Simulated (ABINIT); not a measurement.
The system is Si2Ni.

```
Ni Si
1.0
     0.00000    2.70300    2.70300
     2.70300    0.00000    2.70300
     2.70300    2.70300    0.00000
Ni Si
1 2
Cartesian
  0.0000 0.0000 0.0000
  4.0545 4.0545 4.0545
  1.3515 1.3515 1.3515
```

Base run:

```yaml
Program: ABINIT 10.8.3 (patched build)
Functional: PBEsol
Potentials_or_basis: JTH PAW PBE v2.0
Cutoff: 1333 eV
k_mesh: 7 × 7 × 7
Occupations: fermi-dirac, width 0.05 eV
Spin: collinear spin, ferromagnetic start
Starting_moments: "[1.0, 0.0, 0.0] μB"
```

Its results: band gap on the k mesh none (metal or under the smearing width); pressure -1.5 GPa; net moment 0.00 μB per cell.

**Question.** The run is repeated on the same cell with these changes: functional from PBEsol to BLYP. What comes out?

**Answer.** Band gap on the k mesh none (metal or under the smearing width); pressure 10.8 GPa; net moment 0.00 μB per cell.

BLYP binds less tightly than PBEsol, so the same cell stands under more pressure.

Caveats: small starting moments can end in a higher magnetic state in this program; the PAW data sets were made with another functional, which shifts forces and pressure a little.
